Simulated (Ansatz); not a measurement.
# What is wrong with this input? (Ti₂O)

The input below was meant for crystalline Ti₂O, with r2SCAN, plane waves and PAW in Ansatz.

```yaml
crystal:
  lattice:
    - [2.9193980238, 0.0, 0.0]
    - [-1.4596990119, 2.5282728524, 0.0]
    - [0.0, 0.0, 4.713]
  atoms:
    - { symbol: Ti, position: [0.6666666667, 0.3333333333, 0.27874] }
    - { symbol: Ti, position: [0.3333333333, 0.6666666667, 0.72126] }
    - { symbol: O, position: [0.0, 0.0, 0.0] }
basis:
  ecutwfc: 500
kpoints:
  mp_grid: { grid: [18, 18, 10] }
hamiltonian:
  xc: r2scan
scf:
  occupations: { method: gaussian, width: 0.1 }
  max_iter: 12
  convergence: { dr2_threshold: "1e-19 eV" }
output:
  forces: true
  stress: true
  eigenvalues: true
```

Command:

```bash
ansatz run input.yaml --threads 1 --pin off --max-ram 2560MiB --backend cpu --events-out ev --progress --plain --runs-dir out
```

From the log (HF is the Harris–Foulkes energy, dr2 the density residual in eV):

```text
Pseudopotential: Ti, paw, valence charge 12, recommended cutoff 500 eV (meta_gga)
Pseudopotential: O, paw, valence charge 6, recommended cutoff 500 eV (meta_gga)
Crystal: 3 atoms, lattice volume = 34.787 Å³
Basis set: ecut = 500 eV, 881 PW (Γ), exchange–correlation on 96×96×144 points (64 copies of the dense FFT grid, shifted against one another)
Bands: 19, of which v1, the nominal top of the filled ones, is band 15 counted from 1 (14 counted from 0)
Symmetry: 12 space group operations
Space group: P-3m1 (ITA 164), of the structure as read, at distance tolerance 3.3e-5 Å
k-points: 330 of 3240
PAW frozen core: Ti, regenerated for the run's functional (the file was generated under x = pbe(κ = 0.804, μ = 0.2195), c = pbe(β = 0.0667))
PAW frozen core: O, regenerated for the run's functional (the file was generated under x = pbe(κ = 0.804, μ = 0.2195), c = pbe(β = 0.0667))
Initial density: superposition of atomic densities, corrected by the library's trained network
SCF iter   1: HF=-5580.480939 eV  Δρ=2.06e-2  dr2=1.42e-1  dr2_τ=1.09e-1
SCF iter   2: HF=-5580.606584 eV  Δρ=8.76e-3  dr2=2.76e-2  dr2_τ=2.09e-3
SCF iter   3: HF=-5580.607053 eV  Δρ=3.50e-3  dr2=5.96e-3  dr2_τ=4.22e-4
SCF iter   4: HF=-5580.606661 eV  Δρ=2.64e-3  dr2=2.15e-3  dr2_τ=2.49e-4
   ...
SCF iter  10: HF=-5580.606483 eV  Δρ=9.67e-8  dr2=2.50e-12  dr2_τ=1.32e-13
SCF iter  11: HF=-5580.606483 eV  Δρ=3.36e-8  dr2=3.44e-13  dr2_τ=3.36e-14
SCF iter  12: HF=-5580.606483 eV  Δρ=6.25e-9  dr2=1.26e-14  dr2_τ=7.45e-16
Error: did not converge after 12 iterations: dr2 = 1.26e-14 (threshold 1.00e-19), under the density mixer `msr1`, which `scf.mixing.algorithm: auto` chose by the deck's other keys (type `scf.mixing.algorithm: msr1` to keep it); raise `scf.max_iter`, which need not help a stalled SCF …
```

Problem. What is wrong, and how is it cured?

Solution. The fault is an SCF threshold too tight for the iterations allowed. The residual can't fall so far within the iterations allowed. The cure is the default threshold.

Mended input, as a difference:

```diff
 scf:
-  max_iter: 12
-  convergence: { dr2_threshold: "1e-19 eV" }
```

The mended run converges, with a pressure of 9.02 GPa, no gap.

Time of the mended run: 14 s on 1 thread of Intel(R) Xeon(R) 6975P-C (Granite Rapids), with other jobs on the host, peak memory 0.6 GiB.